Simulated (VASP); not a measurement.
**MgO in VASP: one cell, several levels of theory**

What does VASP give for MgO in the database structure, under -2.4 % strain along z alone, the cell held fixed? Runs: PBE, r2SCAN. The results are then set beside those of Ansatz 0.2.0 for the same cell.

Code: VASP 6.6.1. PAW datasets, plane waves. Computed at 0 K without zero-point motion; spin polarisation is off.

## 1. Starting point

The cell comes from an earlier relaxation with r2SCAN in another program, then strained, with the atoms relaxed again.

Space group P6_3/mmc (No. 194), hexagonal; a = 3.484 Å, c = 4.084 Å in the conventional setting, 10.73 Å³ an atom. Around Mg lie 5 O at 2.01–2.04 Å; around O lie 5 Mg at 2.01–2.04 Å.

Coordinates:

```cif
data_structure
_symmetry_space_group_name_H-M 'P6_3/mmc'
_symmetry_Int_Tables_number 194
_cell_length_a 3.4841
_cell_length_b 3.4841
_cell_length_c 4.0840
_cell_angle_alpha 90.000
_cell_angle_beta 90.000
_cell_angle_gamma 120.000
_cell_volume 42.93
loop_
_atom_site_label
_atom_site_type_symbol
_atom_site_symmetry_multiplicity
_atom_site_Wyckoff_symbol
_atom_site_fract_x
_atom_site_fract_y
_atom_site_fract_z
_atom_site_occupancy
Mg1 Mg 2 c 0.66667 0.33333 0.75000 1
O1 O 2 d 0.66667 0.33333 0.25000 1
```

## 2. Single point with PBE

INCAR reads:

```
ENCUT = 520.000000
SIGMA = 0.020000
EDIFF = 1.00e-07
GGA = PE
PREC = Accurate
IBRION = -1
ISIF = 2
ISMEAR = -1
NBANDS = 16
NELM = 120
NSW = 0
LASPH = .TRUE.
LCHARG = .FALSE.
LWAVE = .FALSE.
LREAL = .FALSE.
```

KPOINTS reads:

```
KPOINTS created by Atomic Simulation Environment
0
Gamma
12 12 6
0 0 0
```

KPOINTS_OPT reads:

```
special points
6
Reciprocal
0.0000000000 0.0000000000 0.0000000000 1
0.5000000000 0.0000000000 0.0000000000 1
0.3333333333 0.3333333333 0.0000000000 1
0.0000000000 0.0000000000 0.5000000000 1
0.5000000000 0.0000000000 0.5000000000 1
0.3333333333 0.3333333333 0.5000000000 1
```

POSCAR reads:

```
Mg O
 1.0000000000000000
     3.4840796175216102   -0.0000000000288676    0.0000000000000000
    -1.7420398087358051    3.0173014575957189    0.0000000000000000
     0.0000000000000000    0.0000000000000000    4.0840324655000000
 Mg  O
   2   2
Cartesian
  1.7420398087691389  1.0057671525126612  3.0630243491250000
  0.0000000000166668  2.0115343050541901  1.0210081163750000
  1.7420398087691389  1.0057671525126612  1.0210081163750000
  0.0000000000166668  2.0115343050541901  3.0630243491250000
```

Potentials: the recommended PBE PAW datasets, 16 valence electrons in the neutral cell.

On the command line:

```
> mpirun -np 1 vasp_std
```

Standard output, without the iteration lines:

```text
POSCAR found type information on POSCAR MgO
 POSCAR found :  2 types and       4 ions
 LDA part: xc-table for (Slater+PW92), standard interpolation
 POSCAR, INCAR and KPOINTS ok, starting setup
 FFT: planning ... GRIDC
 FFT: planning ... GRID_SOFT
 FFT: planning ... GRID
 WAVECAR not read
 entering main loop
 Start KPOINTS_OPT (optional k-point list driver)
k-point batch [1-6\6]
```

OSZICAR:

```text
N       E                     dE             d eps       ncg     rms          rms(c)
DAV:   1     0.599814112135E+02    0.59981E+02   -0.76918E+03  2440   0.895E+02
DAV:   2    -0.238144250306E+02   -0.83796E+02   -0.76853E+02  3440   0.196E+02
DAV:   3    -0.276564703015E+02   -0.38420E+01   -0.38298E+01  2776   0.426E+01
DAV:   4    -0.276722126524E+02   -0.15742E-01   -0.15742E-01  2936   0.318E+00
DAV:   5    -0.276722902199E+02   -0.77568E-04   -0.77567E-04  2832   0.214E-01    0.113E+01
DAV:   6    -0.236685555017E+02    0.40037E+01   -0.10250E+01  2576   0.250E+01    0.347E+00
DAV:   7    -0.236223463953E+02    0.46209E-01   -0.14655E-01  2488   0.305E+00    0.213E+00
DAV:   8    -0.236053153937E+02    0.17031E-01   -0.91052E-02  2664   0.323E+00    0.516E-01
DAV:   9    -0.236025916350E+02    0.27238E-02   -0.71184E-03  3000   0.754E-01    0.111E-01
DAV:  10    -0.236034342511E+02   -0.84262E-03   -0.84731E-04  2464   0.204E-01    0.375E-02
DAV:  11    -0.236034508635E+02   -0.16612E-04   -0.24527E-05  2688   0.407E-02    0.197E-02
DAV:  12    -0.236034501864E+02    0.67703E-06   -0.92704E-06  2472   0.239E-02    0.451E-03
DAV:  13    -0.236034498397E+02    0.34669E-06   -0.13094E-06  2872   0.875E-03    0.587E-04
DAV:  14    -0.236034498275E+02    0.12210E-07   -0.31412E-08  1400   0.166E-03
   1 F= -.23603450E+02 E0= -.23603450E+02  d E =-.634453E-11
       N       E                     dE             ncg
DAV:   1     0.181611612058E+04   -0.23868E+04      192
DAV:   2     0.131882620260E+04   -0.49729E+03      256
DAV:   3     0.129671722293E+04   -0.22109E+02      232
DAV:   4     0.129661929845E+04   -0.97924E-01      224
DAV:   5     0.129661873955E+04   -0.55890E-03      240
DAV:   6     0.129661873517E+04   -0.43898E-05      216
DAV:   7     0.129661873513E+04   -0.39579E-07      200
```

The lines after F= are the extra pass for the points of KPOINTS_OPT, at fixed density; their E is not a total energy.

From OUTCAR:

```text
k-points           NKPTS =     76   k-points in BZ     NKDIM =     76   number of bands    NBANDS=     16

   NELECT =      16.0000    total number of electrons

   dimension x,y,z NGX =    28 NGY =   28 NGZ =   30
   dimension x,y,z NGXF=    56 NGYF=   56 NGZF=   60

  energy-cutoff  :      520.00
  volume of cell :       42.93
      direct lattice vectors                 reciprocal lattice vectors
     3.484079618 -0.000000000  0.000000000     0.287019847  0.165710986  0.000000000
    -1.742039809  3.017301458  0.000000000     0.000000000  0.331421972  0.000000000
     0.000000000  0.000000000  4.084032465     0.000000000  0.000000000  0.244856036

 k-points in reciprocal lattice and weights: KPOINTS created by Atomic Simulation Env
   0.00000000  0.00000000  0.00000000       0.001
   0.08333333  0.00000000  0.00000000       0.007
   0.16666667  0.00000000  0.00000000       0.007
   0.25000000  0.00000000  0.00000000       0.007
   0.33333333  0.00000000  0.00000000       0.007
   0.41666667 -0.00000000  0.00000000       0.007
   0.50000000  0.00000000  0.00000000       0.003
   0.08333333  0.08333333  0.00000000       0.007
[... 68 more k-points ...]

 E-fermi :   2.5122

 k-point     1 :       0.0000    0.0000    0.0000
  band No.  band energies     occupation
      1     -14.8941      2.00000
      2     -13.3947      2.00000
      3      -1.5198      2.00000
      4       0.3388      2.00000
      5       0.3388      2.00000
      6       1.3488      2.00000
      7       1.3488      2.00000
      8       2.1297      2.00000
      9       5.7151      0.00000
     10      11.9330      0.00000
     11      14.7235      0.00000
     12      14.7235      0.00000
     13      14.8202      0.00000
     14      17.8629      0.00000
     15      17.8629      0.00000
     16      18.0534      0.00000

 k-point     2 :       0.0833    0.0000    0.0000
  band No.  band energies     occupation
      1     -14.8588      2.00000
      2     -13.4023      2.00000
      3      -1.4660      2.00000
      4       0.2340      2.00000
      5       0.2799      2.00000
      6       1.1666      2.00000
      7       1.3872      2.00000
      8       2.0718      2.00000
      9       6.0277      0.00000
     10      12.1151      0.00000
     11      14.3069      0.00000
     12      14.6787      0.00000
     13      14.8557      0.00000
     14      17.5056      0.00000
     15      17.5655      0.00000
     16      17.7538      0.00000

 k-point     3 :       0.1667    0.0000    0.0000
  band No.  band energies     occupation
      1     -14.7569      2.00000
      2     -13.4273      2.00000
      3      -1.3084      2.00000
      4      -0.0942      2.00000
      5       0.1393      2.00000
      6       0.8253      2.00000
      7       1.4720      2.00000
      8       1.9035      2.00000
      9       6.7800      0.00000
     10      12.5818      0.00000
     11      13.5185      0.00000
     12      14.2115      0.00000
     13      15.2306      0.00000
     14      16.8177      0.00000
     15      17.0656      0.00000
     16      17.2005      0.00000

 k-point     4 :       0.2500    0.0000    0.0000
  band No.  band energies     occupation
      1     -14.6028      2.00000
      2     -13.4756      2.00000
      3      -1.0596      2.00000
      4      -0.5779      2.00000
      5      -0.0227      2.00000
      6       0.5557      2.00000
      7       1.5580      2.00000
      8       1.6410      2.00000
      9       7.6743      0.00000
     10      12.4749      0.00000
     11      13.5191      0.00000
     12      13.5587      0.00000
     13      15.7757      0.00000
     14      16.1659      0.00000
     15      16.3150      0.00000
     16      17.1364      0.00000

 k-point     5 :       0.3333    0.0000    0.0000
  band No.  band energies     occupation
      1     -14.4204      2.00000
      2     -13.5503      2.00000
      3      -1.0405      2.00000
      4      -0.7458      2.00000
      5      -0.1631      2.00000
      6       0.3757      2.00000
      7       1.3144      2.00000
      8       1.6229      2.00000
      9       8.4781      0.00000
     10      11.9136      0.00000
     11      12.8632      0.00000
     12      14.2900      0.00000
     13      15.6677      0.00000
     14      15.7448      0.00000
     15      16.3571      0.00000
     16      17.2489      0.00000

 k-point     6 :       0.4167   -0.0000    0.0000
  band No.  band energies     occupation
      1     -14.2499      2.00000
      2     -13.6411      2.00000
      3      -1.3570      2.00000
      4      -0.4261      2.00000
      5      -0.2563      2.00000
      6       0.2696      2.00000
      7       0.9856      2.00000
      8       1.6612      2.00000
      9       9.0041      0.00000
     10      11.6119      0.00000
     11      12.4191      0.00000
     12      14.6199      0.00000
     13      15.3602      0.00000
     14      15.6895      0.00000
     15      16.8007      0.00000
     16      17.3783      0.00000

 k-point     7 :       0.5000    0.0000    0.0000
  band No.  band energies     occupation
      1     -14.1688      2.00000
      2     -13.6927      2.00000
      3      -1.4683      2.00000
      4      -0.2889      2.00000
      5      -0.2613      2.00000
      6       0.2343      2.00000
      7       0.8176      2.00000
      8       1.6736      2.00000
      9       9.1737      0.00000
     10      11.5420      0.00000
     11      12.2641      0.00000
     12      14.5874      0.00000
     13      15.2566      0.00000
     14      15.8581      0.00000
     15      16.9652      0.00000
     16      17.4320      0.00000

 k-point     8 :       0.0833    0.0833    0.0000
  band No.  band energies     occupation
      1     -14.7901      2.00000
      2     -13.4187      2.00000
      3      -1.3602      2.00000
      4       0.0885      2.00000
      5       0.0942      2.00000
      6       0.9413      2.00000
      7       1.4333      2.00000
      8       1.9588      2.00000
      9       6.5543      0.00000
     10      12.4563      0.00000
     11      13.7090      0.00000
     12      14.3599      0.00000
     13      15.1066      0.00000
     14      17.1230      0.00000
     15      17.1646      0.00000
     16      17.2921      0.00000

 k-point     9 :       0.1667    0.0833    0.0000
  band No.  band energies     occupation
      1     -14.6618      2.00000
      2     -13.4555      2.00000
      3      -1.1565      2.00000
      4      -0.3474      2.00000
      5      -0.0628      2.00000
      6       0.7108      2.00000
      7       1.4948      2.00000
      8       1.7437      2.00000
      9       7.3628      0.00000
     10      12.8194      0.00000
     11      13.2032      0.00000
     12      13.7291      0.00000
     13      15.5063      0.00000
     14      16.5539      0.00000
     15      16.6823      0.00000
     16      17.0078      0.00000

 k-point    10 :       0.2500    0.0833    0.0000
  band No.  band energies     occupation
      1     -14.4924      2.00000
      2     -13.5179      2.00000
      3      -0.8729      2.00000
      4      -0.8424      2.00000
      5      -0.1857      2.00000
      6       0.5087      2.00000
      7       1.4485      2.00000
      8       1.5540      2.00000
      9       8.2000      0.00000
     10      12.2227      0.00000
     11      13.0142      0.00000
     12      13.9405      0.00000
     13      15.5987      0.00000
     14      16.0424      0.00000
     15      16.4918      0.00000
     16      17.0941      0.00000

 k-point    11 :       0.3333    0.0833    0.0000
  band No.  band energies     occupation
      1     -14.3114      2.00000
      2     -13.6050      2.00000
      3      -1.2371      2.00000
      4      -0.5464      2.00000
      5      -0.2574      2.00000
      6       0.3417      2.00000
      7       1.1130      2.00000
      8       1.5959      2.00000
      9       8.8524      0.00000
     10      11.8270      0.00000
     11      12.4438      0.00000
     12      14.5710      0.00000
     13      15.4244      0.00000
     14      15.6777      0.00000
     15      16.7892      0.00000
     16      17.2507      0.00000

 k-point    12 :       0.4167    0.0833    0.0000
  band No.  band energies     occupation
      1     -14.1723      2.00000
      2     -13.6894      2.00000
      3      -1.4514      2.00000
      4      -0.2842      2.00000
      5      -0.2719      2.00000
      6       0.2421      2.00000
      7       0.8339      2.00000
      8       1.6165      2.00000
      9       9.1776      0.00000
     10      11.7001      0.00000
     11      12.1356      0.00000
     12      14.5650      0.00000
     13      15.4901      0.00000
     14      15.7795      0.00000
     15      16.9280      0.00000
     16      17.3582      0.00000

[... the tables of k-points 13 to 76 left out ...]

  Total        1.5842764      1.5842764      3.2545091     -0.0000000     -0.0000000      0.0000000
  in kB       59.1215168     59.1215168    121.4507244     -0.0000000     -0.0000000      0.0000000
  external PRESSURE =      79.8979193 kB  Pullay stress =       0.0000000 kB

 POSITION                                       TOTAL-FORCE (eV/Angst)
 -----------------------------------------------------------------------------------
      1.74204      1.00577      3.06302        -0.000000      0.000000      0.000000
      0.00000      2.01153      1.02101        -0.000000     -0.000000     -0.000000
      1.74204      1.00577      1.02101         0.000000     -0.000000     -0.000000
      0.00000      2.01153      3.06302        -0.000000      0.000000      0.000000
 -----------------------------------------------------------------------------------
    total drift:                               -0.000000      0.000000     -0.000000

  FREE ENERGIE OF THE ION-ELECTRON SYSTEM (eV)
  ---------------------------------------------------
  free  energy   TOTEN  =       -23.6034498275 eV

  energy  without entropy=      -23.6034498275  energy(sigma->0) =      -23.60344983
```

Hardware: 1 MPI rank of Intel Xeon Platinum 8488C, shared host.

The levels at the points of KPOINTS_OPT are read from vasprun.xml.

Band energies at the special points (eV, zero at the top of v, the last band that the electrons fill by count):

| point | v−1 | v | c | c+1 |
| --- | --- | --- | --- | --- |
| Γ | -0.78 | 0.00 | 3.59 | 9.80 |
| M | -1.31 | -0.46 | 7.04 | 9.41 |
| K | -1.84 | -0.79 | 7.31 | 9.23 |
| A | -1.31 | -1.31 | 6.65 | 6.65 |
| L | -0.80 | -0.80 | 7.46 | 7.46 |
| H | -0.35 | -0.35 | 8.26 | 8.26 |

Gap with PBE: 3.59 eV, direct (Γ). Pressure: 7.99 GPa; the forces vanish within 0.01 eV/Å.

[end of part 1 of 2]
